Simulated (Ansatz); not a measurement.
# SnSe: the cost of one run

Program: Ansatz 0.2.0. Level of theory: reference: DFT, HSE06, plane waves, PAW. These are calculated values, not measurements.

The COD cell was measured well above room temperature, so it is larger than a cold one.

4 further runs of the same task are left out: 1 for a known fault of the program, 3 that didn't finish.

## 1. Starting point

The structure is orthorhombic, space group Cmcm (No. 63). The conventional cell has a = 4.247 Å, b = 11.808 Å, c = 4.229 Å, α = 90.00°, β = 90.00°, γ = 90.00°. Around Sn (site symmetry m2m) lie 5 Se at 2.70 to 3.01 Å. Se (site symmetry m2m) is surrounded by 5 Sn at 2.70 to 3.01 Å.

Structure file:

```xyz
4
Lattice="2.1237 -5.9040 0.0000 2.1237 5.9040 0.0000 0.0000 0.0000 4.2289" Properties=species:S:1:pos:R:3 pbc="T T T"
Sn    2.1237   -4.4174    1.0572
Sn    2.1237    4.4174    3.1716
Se    2.1237   -1.7134    1.0572
Se    2.1237    1.7134    3.1716
```

## 2. Reference

input.yaml reads:

```yaml
crystal:
  lattice:
    - [2.1236688901, -5.9040305021, 0.0]
    - [2.1236688901, 5.9040305021, 0.0]
    - [0.0, 0.0, 4.228862499]
  atoms:
    - { symbol: Sn, position: [0.8740995155, 0.1259004845, 0.25] }
    - { symbol: Sn, position: [0.1259004845, 0.8740995155, 0.75] }
    - { symbol: Se, position: [0.6451033442, 0.3548966558, 0.25] }
    - { symbol: Se, position: [0.3548966558, 0.6451033442, 0.75] }
kpoints:
  mp_grid: { grid: [4, 4, 4] }
hamiltonian:
  xc: hse06
scf:
  occupations: { method: fixed }
  n_extra_bands: 5
output:
  forces: true
  stress: true
  eigenvalues: true
  write_density: true
  write_potential: true
  elf: true
  volumetric_format: npy
```

Command:

```bash
ansatz run input.yaml --threads 4 --pin off --max-ram 3686MiB --backend cpu --events-out ev --progress --plain --runs-dir out
```

**Question.** How long does this run take on 4 threads of an Arm CPU, shared host, and how much memory does it need?

About 71 s, with a peak of 2.2 GiB.
